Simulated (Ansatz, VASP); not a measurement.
# Two plane-wave programs on PbF2

```
Pb F
1.0
     6.40810    0.00000    0.00000
     0.00000    3.87964    0.00000
     0.00000    0.00000    7.66379
Pb F
4 8
Direct
  0.25508 0.25000 0.89406
  0.74492 0.75000 0.10594
  0.75508 0.25000 0.60594
  0.24492 0.75000 0.39406
  0.47410 0.25000 0.15348
  0.52590 0.75000 0.84652
  0.97410 0.25000 0.34652
  0.02590 0.75000 0.65348
  0.64080 0.75000 0.43486
  0.35920 0.25000 0.56514
  0.14080 0.75000 0.06514
  0.85920 0.25000 0.93486
```

The cell is a database's computed one.

Alike in both runs: task electric field gradients; functional PBE; k mesh 4 × 6 × 3; occupations fermi-dirac, width 0.02 eV; no spin polarisation.

|  | VASP | Ansatz |
| --- | --- | --- |
| version | VASP 6.6.1 | Ansatz 0.2.0 |
| potentials or method | VASP PAW PBE potentials, release 64 (Pb_d, F) | plane-wave PAW, scalar-relativistic |
| plane-wave cutoff (eV) | 520 | 420 |
| valence electrons in the cell | 112 | 112 |

```tsv
	VASP	Ansatz	Ansatz less VASP
gap on the k mesh at the Fermi level (eV)	4.31	4.31	+0.003
pressure (GPa)	3.4	3.6	+0.22
largest component of the traceless stress (GPa)	0.07	0.07	+0.002
rms of the force components (eV/Å)	0.038	0.032	-0.0060
Vzz of the field gradient on the site that differs most (V/Å²)	-32.1	-36.5	-4.37
```

Atom by atom the forces differ by 0.007 eV/Å (rms over components). Ansatz warned: «gradients_without_spin_orbit».

Caveats: spin-orbit coupling is left out, which as a rule narrows the gap of such compounds by several tenths of an eV; an odd mesh through Γ misses points on the zone boundary, where band edges often lie. A hybrid or GW would open this gap; PBE tends to underestimate it.
